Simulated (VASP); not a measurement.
Set up this calculation in VASP 6.6.1, as the native input.

| Item | Value |
| --- | --- |
| Task | relaxation of cell and atoms |
| Functional | PBEsol |
| Potentials or basis | VASP PAW PBE potentials, release 64 (Fe, Al) |
| Cutoff | 600 eV |
| k mesh | 14 × 14 × 14 |
| Occupations | methfessel-paxton, width 0.1 eV |
| Spin | no spin polarisation |
| Further INCAR settings | ALGO = Normal; EDIFF = 1e-07; IBRION = 2; EDIFFG = -0.005; NSW = 60; ISIF = 3 |

The structure of AlFe lies in POSCAR:

```
AlFe
1.0
    2.8400000000      0.0000000000      0.0000000000
    0.0000000000      2.8400000000      0.0000000000
    0.0000000000      0.0000000000      2.8400000000
Fe Al
1 1
Direct
    0.0000000000      0.0000000000      0.0000000000
    0.5000000000      0.5000000000      0.5000000000
```

The cell was built by a generator and needn't be a form met in nature.

These files were run (other wordings do the same):

INCAR

```
SYSTEM = AlFe
  PREC = Accurate
  ENCUT = 600
  EDIFF = 1E-7
  ISMEAR = 1
  SIGMA = 0.1
  LREAL = .FALSE.
  LASPH = .TRUE.
  NELM = 120
  ALGO = Normal
  ISIF = 3
  LWAVE = .FALSE.
  LCHARG = .FALSE.
  GGA = PS
  IBRION = 2
  NSW = 60
  EDIFFG = -0.005
```

KPOINTS

```
regular mesh
0
G
  14 14 14
  0 0 0
```

Potentials or basis: VASP PAW PBE potentials, release 64 (Fe, Al).

Run with:

```sh
$ cat potpaw_PBE.64/Fe/POTCAR potpaw_PBE.64/Al/POTCAR > POTCAR
$ mpirun -np 1 vasp_std > vasp.out
```

It gave:

* Relaxed volume: 11.46 Å³/atom
* Relaxed cell: a = 2.840 Å, b = 2.840 Å, c = 2.840 Å, α = 90.00°, β = 90.00°, γ = 90.00°
* Space group after relaxing (to 0.05 Å): Pm-3m (No. 221)
* Energy gained by relaxing: 0.0 meV/atom
* Ionic steps: 3
* Pressure after relaxing: 0.0 GPa
* Band gap on the k mesh: none (metal or under the smearing width)

Caveat: the PAW data sets were made with another functional, which shifts forces and pressure a little.

It took 25 s on 1 thread of Intel(R) Xeon(R) Platinum 8488C (Sapphire Rapids), on a shared host, peak memory 0.16 GiB.
